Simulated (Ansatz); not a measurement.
# The perfect armchair graphene nanoribbon (N = 12, H edges), part 3 of 3

Wanted: the relaxed geometry and the bands of the armchair graphene nanoribbon (N = 12, H edges).

Ansatz 0.2.0; DFT PBE, plane waves, PAW; relaxation of a wire's period (the session's first sound run).

So far, band gap (eV): step 3 (the perfect wire) 0.602; step 4 (relaxing the atoms, period over the relaxed period 0.96, k-mesh …) 0.156; step 5 (relaxing the atoms, period over the relaxed period 0.98, k-mesh …) 0.397.

## Step 6: At a strained period, period over the relaxed period 1.02, k-mesh 1×1×14

Level of this step: DFT PBE, plane waves, PAW; relaxation at a fixed period (Ansatz).

The period is set to 1.02 times the relaxed one and the atoms relax within it: strain changes bond lengths and angles, which shifts the bands against each other. Against the first PBE run of this kind, the mesh along the wire has 14 points against 19.

The cell differs from the one that the last finished run ended in (c 4.204 → 4.376 Å).

input.yaml reads:

```yaml
crystal:
  lattice:
    - [22.381, 0.0, 0.0]
    - [0.0, 7.0, 0.0]
    - [0.0, 0.0, 4.3760429734]
  atoms:
    - { symbol: C, position: [0.198436801, 0.5, 0.006809759] }
    - { symbol: C, position: [0.307161913, 0.5, 0.999970969] }
    - { symbol: C, position: [0.417438883, 0.5, 0.999548826] }
    - { symbol: C, position: [0.52760134, 0.5, 0.000254126] }
    - { symbol: C, position: [0.637505528, 0.5, 0.000607433] }
    - { symbol: C, position: [0.747797246, 0.5, 0.998757971] }
    - { symbol: C, position: [0.198436801, 0.5, 0.326523575] }
    - { symbol: C, position: [0.307161913, 0.5, 0.333362365] }
    - { symbol: C, position: [0.417438883, 0.5, 0.333784508] }
    - { symbol: C, position: [0.52760134, 0.5, 0.333079208] }
    - { symbol: C, position: [0.637505528, 0.5, 0.3327259] }
    - { symbol: C, position: [0.747797246, 0.5, 0.334575363] }
    - { symbol: H, position: [0.844378131, 0.5, 0.386943282] }
    - { symbol: H, position: [0.155621869, 0.5, 0.446390051] }
    - { symbol: C, position: [0.252202754, 0.5, 0.498757971] }
    - { symbol: C, position: [0.362494472, 0.5, 0.500607433] }
    - { symbol: C, position: [0.47239866, 0.5, 0.500254126] }
    - { symbol: C, position: [0.582561117, 0.5, 0.499548826] }
    - { symbol: C, position: [0.692838087, 0.5, 0.499970969] }
    - { symbol: C, position: [0.801563199, 0.5, 0.506809759] }
    - { symbol: C, position: [0.252202754, 0.5, 0.834575363] }
    - { symbol: C, position: [0.362494472, 0.5, 0.8327259] }
    - { symbol: C, position: [0.47239866, 0.5, 0.833079208] }
    - { symbol: C, position: [0.582561117, 0.5, 0.833784508] }
    - { symbol: C, position: [0.692838087, 0.5, 0.833362365] }
    - { symbol: C, position: [0.801563199, 0.5, 0.826523575] }
    - { symbol: H, position: [0.155621869, 0.5, 0.886943282] }
    - { symbol: H, position: [0.844378131, 0.5, 0.946390051] }
kpoints:
  mp_grid: { grid: [1, 1, 14] }
  band_path: { path: ["Γ", Z], npoints: 90 }
scf:
  occupations: { method: fermi_dirac, width: 0.05 }
hamiltonian:
  xc: pbe
relax:
  max_steps: 40
  f_tol: 0.02
output:
  stress: true
```

Command:

```console
$ ansatz run input.yaml --threads 4 --pin off --max-ram 16384MiB --backend cpu --events-out ev --progress --plain --runs-dir out
```

Numbers of over 12 decimals in the logs are rounded to 6 here.

Output:

```text
[...]
Crystal: 28 atoms, lattice volume = 685.582 Å³
Basis set: ecut = 420 eV, 13431 PW (Γ), exchange–correlation on 300×96×60 points (8 copies of the dense FFT grid, shifted against one another)
Bands: 78, of which v1, the nominal top of the filled ones, is band 50 counted from 1 (49 counted from 0)
Symmetry: 8 space group operations
[...]
- { symbol: H, position: [0.843452, 0.5, 0.393142] }
    - { symbol: H, position: [0.156548, 0.5, 0.440191] }
[...]
- { symbol: C, position: [0.472479, 0.5, 0.832597] }
    - { symbol: C, position: [0.582306, 0.5, 0.833512] }
    - { symbol: C, position: [0.692233, 0.5, 0.832911] }
    - { symbol: C, position: [0.800365, 0.5, 0.824606] }
    - { symbol: H, position: [0.156548, 0.5, 0.893142] }
    - { symbol: H, position: [0.843452, 0.5, 0.940191] }
[key lines of the parts left out:]
SCF converged after 4 iterations
Free energy (F): -6085.568943 eV
Fermi energy:    -0.500166 eV
P = ⅓ Tr σ = -1.8761 GPa (-18.761 kbar)
```

Wall time 65 s (4 threads of Arm Neoverse V2, shared host); peak memory 2.9 GiB; 4.2 min of CPU time.

Step by step:

```
step  energy less that of the first step (eV)  largest force component (eV/Å)
   1                                   0.0000                          0.5908
   2                                  -0.0264                          0.1853
   3                                  -0.0290                          0.0312
   4                                  -0.0291                          0.0080
```

Forces are held to the 8 operations that the run works with; a distortion that breaks them can't arise in this run.

The atoms that moved most (Å):

```csv
atom,dx,dy,dz,length
H13,-0.021,0.000,0.027,0.034
H27,0.021,0.000,0.027,0.034
H28,-0.021,0.000,-0.027,0.034
H14,0.021,0.000,-0.027,0.034
C26,-0.027,0.000,-0.008,0.028
C7,0.027,0.000,-0.008,0.028
C20,-0.027,0.000,0.008,0.028
C1,0.027,0.000,0.008,0.028
```

Final coordinates:

```xyz
28
Lattice="22.3810 0.0000 0.0000 0.0000 7.0000 0.0000 0.0000 0.0000 4.3760" Properties=species:S:1:pos:R:3
C     4.4680    3.5000    0.0382
C     6.8881    3.5000    4.3779
C     9.3484    3.5000    4.3753
C    11.8064    3.5000    0.0032
C    14.2579    3.5000    0.0048
C    16.7198    3.5000    4.3722
C     4.4680    3.5000    1.4205
C     6.8881    3.5000    1.4568
C     9.3484    3.5000    1.4595
C    11.8064    3.5000    1.4555
C    14.2579    3.5000    1.4539
C    16.7198    3.5000    1.4625
H    18.8773    3.5000    1.7204
H     3.5037    3.5000    1.9263
C     5.6612    3.5000    2.1842
C     8.1231    3.5000    2.1928
C    10.5746    3.5000    2.1912
C    13.0326    3.5000    2.1872
C    15.4929    3.5000    2.1899
C    17.9130    3.5000    2.2262
C     5.6612    3.5000    3.6505
C     8.1231    3.5000    3.6419
C    10.5746    3.5000    3.6435
C    13.0326    3.5000    3.6475
C    15.4929    3.5000    3.6449
C    17.9130    3.5000    3.6085
H     3.5037    3.5000    3.9084
H    18.8773    3.5000    4.1143
```

The gap is 0.814 eV, against 0.602 eV under PBE at the relaxed period.

## Step 7: Strain along the wire, period over the relaxed period 1.04, k-mesh 1×1×14

The period is set to 1.04 times the relaxed one and the atoms relax within it: strain changes bond lengths and angles, which shifts the bands against each other. Against the first PBE run of this kind, the mesh along the wire has 14 points against 19.

The cell differs from the one that the last finished run ended in (c 4.376 → 4.462 Å).

input.yaml: that of step 6 with these lines changed.

```diff
@@ -4,3 +4,3 @@
     - [0.0, 7.0, 0.0]
-    - [0.0, 0.0, 4.3760429734]
+    - [0.0, 0.0, 4.4618477376]
   atoms:
```

Output:

```text
[...]
Crystal: 28 atoms, lattice volume = 699.024 Å³
Basis set: ecut = 420 eV, 13659 PW (Γ), exchange–correlation on 300×96×60 points (8 copies of the dense FFT grid, shifted against one another)
Bands: 78, of which v1, the nominal top of the filled ones, is band 50 counted from 1 (49 counted from 0)
Symmetry: 8 space group operations
[...]
- { symbol: H, position: [0.842696, 0.5, 0.399610] }
    - { symbol: H, position: [0.157304, 0.5, 0.433723] }
[...]
- { symbol: C, position: [0.472556, 0.5, 0.832345] }
    - { symbol: C, position: [0.582093, 0.5, 0.833411] }
    - { symbol: C, position: [0.691717, 0.5, 0.832716] }
    - { symbol: C, position: [0.799307, 0.5, 0.822715] }
    - { symbol: H, position: [0.157304, 0.5, 0.899610] }
    - { symbol: H, position: [0.842696, 0.5, 0.933723] }
[key lines of the parts left out:]
SCF converged after 5 iterations
Free energy (F): -6084.862668 eV
Fermi energy:    -0.618088 eV
P = ⅓ Tr σ = -3.6030 GPa (-36.030 kbar)
```

The job ended after 67 s (4 threads; peak memory 2.9 GiB; 4.4 min of CPU time).

The steps of the relaxation:

| step | energy less that of the first step (eV) | largest force component (eV/Å) |
| --- | --- | --- |
| 1 | 0.0000 | 1.0343 |
| 2 | -0.0960 | 0.3495 |
| 3 | -0.1050 | 0.0567 |
| 4 | -0.1052 | 0.0177 |

The run keeps the 8 symmetry operations that it works with, so distortions that break them were not tested.

The atoms that moved most (Å):

```csv
atom,dx,dy,dz,length
H13,-0.038,0.000,0.057,0.068
H27,0.038,0.000,0.057,0.068
H28,-0.038,0.000,-0.057,0.068
H14,0.038,0.000,-0.057,0.068
C26,-0.051,0.000,-0.017,0.053
C7,0.051,0.000,-0.017,0.053
C20,-0.051,0.000,0.017,0.053
C1,0.051,0.000,0.017,0.053
```

Final coordinates:

```xyz
28
Lattice="22.3810 0.0000 0.0000 0.0000 7.0000 0.0000 0.0000 0.0000 4.4618" Properties=species:S:1:pos:R:3
C     4.4917    3.5000    0.0474
C     6.8997    3.5000    4.4646
C     9.3532    3.5000    4.4615
C    11.8047    3.5000    0.0044
C    14.2496    3.5000    0.0061
C    16.7061    3.5000    4.4588
C     4.4917    3.5000    1.4399
C     6.8997    3.5000    1.4845
C     9.3532    3.5000    1.4876
C    11.8047    3.5000    1.4829
C    14.2496    3.5000    1.4812
C    16.7061    3.5000    1.4903
H    18.8604    3.5000    1.7830
H     3.5206    3.5000    1.9352
C     5.6749    3.5000    2.2279
C     8.1314    3.5000    2.2370
C    10.5763    3.5000    2.2353
C    13.0278    3.5000    2.2306
C    15.4813    3.5000    2.2337
C    17.8893    3.5000    2.2783
C     5.6749    3.5000    3.7213
C     8.1314    3.5000    3.7121
C    10.5763    3.5000    3.7138
C    13.0278    3.5000    3.7186
C    15.4813    3.5000    3.7155
C    17.8893    3.5000    3.6708
H     3.5206    3.5000    4.0139
H    18.8604    3.5000    4.1661
```

The electronic bands at the labelled points (eV, zero at the Fermi level; v1 is the highest filled band, c1 the lowest empty one):

| point | v4 | v3 | v2 | v1 | c1 | c2 | c3 | c4 |
| --- | --- | --- | --- | --- | --- | --- | --- | --- |
| Γ | -1.81 | -1.40 | -0.58 | -0.51 | 0.50 | 0.68 | 1.19 | 1.54 |
| halfway | -2.75 | -2.16 | -1.84 | -1.58 | 1.52 | 1.77 | 2.17 | 2.81 |
| Z | -2.95 | -2.95 | -2.23 | -2.23 | 1.95 | 1.95 | 2.87 | 2.87 |

The gap is 1.02 eV, against 0.602 eV under PBE at the relaxed period.

## Step 8: Strain along the wire, period over the relaxed period 1.06, k-mesh 1×1×14

The period is set to 1.06 times the relaxed one and the atoms relax within it: strain changes bond lengths and angles, which shifts the bands against each other. Against the first PBE run of this kind, the mesh along the wire has 14 points against 19.

The cell differs from the one that the last finished run ended in (c 4.462 → 4.548 Å).

input.yaml: that of step 7 with these lines changed.

```diff
@@ -4,3 +4,3 @@
     - [0.0, 7.0, 0.0]
-    - [0.0, 0.0, 4.4618477376]
+    - [0.0, 0.0, 4.5476525018]
   atoms:
```

Output:

```text
[...]
Crystal: 28 atoms, lattice volume = 712.467 Å³
Basis set: ecut = 420 eV, 13923 PW (Γ), exchange–correlation on 300×96×64 points (8 copies of the dense FFT grid, shifted against one another)
Bands: 78, of which v1, the nominal top of the filled ones, is band 50 counted from 1 (49 counted from 0)
Symmetry: 8 space group operations
[...]
- { symbol: H, position: [0.157904, 0.500000, 0.427162] }
[...]
- { symbol: C, position: [0.472623, 0.500000, 0.832337] }
    - { symbol: C, position: [0.581920, 0.500000, 0.833568] }
    - { symbol: C, position: [0.691294, 0.500000, 0.832795] }
    - { symbol: C, position: [0.798391, 0.500000, 0.820866] }
    - { symbol: H, position: [0.157904, 0.500000, 0.906172] }
    - { symbol: H, position: [0.842096, 0.500000, 0.927162] }
[key lines of the parts left out:]
SCF converged after 5 iterations
Free energy (F): -6083.746619 eV
Fermi energy:    -0.683756 eV
P = ⅓ Tr σ = -5.1413 GPa (-51.413 kbar)
```

The job ended after 71 s (4 threads; peak memory 3 GiB).

The electronic bands at the labelled points (eV, zero at the Fermi level; v1 is the highest filled band, c1 the lowest empty one):

| point | v4 | v3 | v2 | v1 | c1 | c2 | c3 | c4 |
| --- | --- | --- | --- | --- | --- | --- | --- | --- |
| Γ | -1.71 | -1.55 | -0.66 | -0.51 | 0.53 | 0.55 | 1.20 | 1.52 |
| halfway | -2.69 | -2.18 | -1.76 | -1.55 | 1.46 | 1.68 | 2.13 | 2.71 |
| Z | -2.89 | -2.89 | -2.15 | -2.15 | 1.89 | 1.89 | 2.82 | 2.82 |

The gap is 1.04 eV, against 0.602 eV under PBE at the relaxed period.

## Step 9: Side by side

Times are for 4 threads of Arm Neoverse V2, shared host. The runs compared:

| no. | period over the relaxed period | k-mesh | free energy less the lowest (eV) | pressure (GPa) | band gap (eV) | time | memory (GiB) |
| --- | --- | --- | --- | --- | --- | --- | --- |
| 1 | 0.96 | 1×1×15 | 0.8404 | 4.471 | 0.1557 | 59 s | 2.7 |
| 2 | 0.98 | 1×1×15 | 0.01811 | 2.175 | 0.3966 | 61 s | 2.8 |
| 3 | 1.02 | 1×1×14 | 0 | -1.876 | 0.8145 | 65 s | 2.9 |
| 4 | 1.04 | 1×1×14 | 0.7063 | -3.603 | 1.017 | 67 s | 2.9 |
| 5 | 1.06 | 1×1×14 | 1.822 | -5.141 | 1.035 | 71 s | 3.0 |

## Step 10: What came out

| Property | Result |
| --- | --- |
| cell length, PBE | 4.290 Å |
| gap, PBE | 0.602 eV |
| gap, period scaled by 0.96 | 0.156 eV |
| gap, period scaled by 0.98 | 0.397 eV |
| gap, period scaled by 1.02 | 0.814 eV |
| gap, period scaled by 1.04 | 1.02 eV |
| gap, period scaled by 1.06 | 1.04 eV |

Under PBE the cell's length is 4.29 Å, and a gap of 0.60 eV makes it a semiconductor. Strain matters: under PBE the gap goes from 0.60 eV to 0.156 eV at 0.96 times the period, 0.397 eV at 0.98 times the period, 0.814 eV at 1.02 times the period, 1.02 eV at 1.04 times the period and 1.04 eV at 1.06 times the period. Where the gap is under about 0.35 eV, the smearing of 0.05 eV partly fills the band edges in the SCF.

[Logs are printed without paths, hosts, clocks, repeated set-up lines and the standing remarks that a program may print on its own settings, such as how far it seeks lower states.]

[Hosts, paths, dates, database ids (printed as entryN), source tags and the programs' standing remarks are cut or masked in the printed files.]
